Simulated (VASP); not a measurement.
# SnO₂: forms and broadenings of the independent-particle spectrum

SnO₂, R-3m (no. 166), 3 atoms in the cell. PBE, independent-particle dielectric function; PAW potentials Sn_d, O (PBE set).

## Input

INCAR.step1:
```
SYSTEM = SnO2
  PREC = Accurate
  ENCUT = 460
  ISMEAR = 0
  SIGMA = 0.02
  EDIFF = 1E-8
  LASPH = .TRUE.
  KPAR = 4
  LWAVE = .FALSE.
  LCHARG = .FALSE.
  LEPSILON = .TRUE.
```

INCAR.step2, as INCAR.step1 but for:
```
- LWAVE = .FALSE.
- LEPSILON = .TRUE.
+ LWAVE = .TRUE.
+ NBANDS = 53
```

INCAR.step3, as INCAR.step2 but for:
```
- EDIFF = 1E-8
- LWAVE = .TRUE.
+ EDIFF = 1E-7
+ LWAVE = .FALSE.
+ LOPTICS = .TRUE.
+ NEDOS = 2000
+ CSHIFT = 0.1
+ ALGO = None
+ NELM = 1
+ ISTART = 1
```

INCAR.step4, as INCAR.step3 but for:
```
+ LNABLA = .TRUE.
```

INCAR.step5, as INCAR.step4 but for:
```
- LNABLA = .TRUE.
+ LPEAD = .TRUE.
+ IPEAD = 1
```

INCAR.step6, as INCAR.step5 but for:
```
- IPEAD = 1
+ IPEAD = 3
```

INCAR.step7 changes the same tag again: IPEAD = 4.

INCAR.step8, as INCAR.step7 but for:
```
- CSHIFT = 0.1
- LPEAD = .TRUE.
- IPEAD = 4
+ CSHIFT = 0.05
```

INCAR.step9, as INCAR.step8 but for:
```
- CSHIFT = 0.05
+ CSHIFT = 0.3
```

INCAR.step10 changes the same tag again: CSHIFT = 0.03.

INCAR.step11, as INCAR.step10 but for:
```
- ISMEAR = 0
- CSHIFT = 0.03
+ ISMEAR = -5
+ CSHIFT = 0.1
```

INCAR.step12, as INCAR.step11 but for:
```
- ISMEAR = -5
- SIGMA = 0.02
+ ISMEAR = 0
+ SIGMA = 0.2
```

INCAR.step13, as INCAR.step12 but for:
```
- SIGMA = 0.2
+ SIGMA = 0.02
+ OMEGAMAX = 12
```

INCAR.step14, as INCAR.step13 but for:
```
- OMEGAMAX = 12
+ OMEGAMAX = 60
```

KPOINTS:
```
k-points
0
Gamma
  8 8 8
```

POSCAR:
```
SnO2
1.0
    1.6170930752      0.9336291223      4.8005925840
   -1.6170930752      0.9336291223      4.8005925840
    0.0000000000     -1.8672582446      4.8005925840
Sn O
1 2
Direct
    0.5000000000      0.5000000000      0.5000000000
    0.7628300000      0.7628300000      0.7628300000
    0.2371700000      0.2371700000      0.2371700000
```

Commands (each step's output is kept before the next begins):
```
cat potpaw_PBE.64/Sn_d/POTCAR potpaw_PBE.64/O/POTCAR > POTCAR
cp INCAR.step1 INCAR
mpirun -np 4 vasp_std > vasp.out
rm WAVECAR CHG
cp INCAR.step2 INCAR
mpirun -np 4 vasp_std > vasp.out
cp INCAR.step3 INCAR
mpirun -np 4 vasp_std > vasp.out
cp INCAR.step4 INCAR
mpirun -np 4 vasp_std > vasp.out
cp INCAR.step5 INCAR
mpirun -np 4 vasp_std > vasp.out
cp INCAR.step6 INCAR
mpirun -np 4 vasp_std > vasp.out
cp INCAR.step7 INCAR
mpirun -np 4 vasp_std > vasp.out
cp INCAR.step8 INCAR
mpirun -np 4 vasp_std > vasp.out
cp INCAR.step9 INCAR
mpirun -np 4 vasp_std > vasp.out
cp INCAR.step10 INCAR
mpirun -np 4 vasp_std > vasp.out
cp INCAR.step11 INCAR
mpirun -np 4 vasp_std > vasp.out
cp INCAR.step12 INCAR
mpirun -np 4 vasp_std > vasp.out
cp INCAR.step13 INCAR
mpirun -np 4 vasp_std > vasp.out
cp INCAR.step14 INCAR
mpirun -np 4 vasp_std > vasp.out
```

## Result

- Direct gap on the mesh (eV): 2.03
- Gap on the mesh (eV): 1.92
- Bands: 53

One ground state, settings moved in the last step alone:

| Settings | ε at zero frequency | Mean energy of the absorption, weighted by Im ε (eV) | Time (s) |
|---|---|---|---|
| longitudinal form, CSHIFT 0.1 | 4.24 | 10.10 | 6 |
| transversal form (LNABLA) | 4.13 | 10.08 | 7 |
| finite differences (LPEAD), order 1 | 4.12 | 10.22 | 12 |
| finite differences (LPEAD), order 3 | 4.23 | 10.10 | 29 |
| finite differences (LPEAD), order 4 | 4.24 | 10.10 | 40 |
| CSHIFT 0.05 | 4.24 | 10.09 | 9 |
| CSHIFT 0.3 | 4.24 | 10.12 | 8 |
| CSHIFT 0.03 | 4.24 | 10.09 | 8 |
| tetrahedron method | 4.18 | 10.17 | 6 |
| SIGMA 0.2 | 4.24 | 10.10 | 6 |
| OMEGAMAX 12, which cuts the spectrum short | 3.43 | – | 8 |
| OMEGAMAX 60 | 4.24 | 10.10 | 9 |

The mean energy covers the spectrum up to 20 eV.

On the same mesh, density-functional perturbation theory with local fields gives ε = 3.88.

Limits: The 8×8×8 mesh is coarse for a spectrum: peaks stand apart that a denser mesh merges, and ε at zero frequency can be far too high; spin-orbit coupling is left out, which can matter with atoms this heavy.

VASP 6.6.1 took 497 s on 4 cores (AMD EPYC 9R14 (Zen 4)), a shared host.
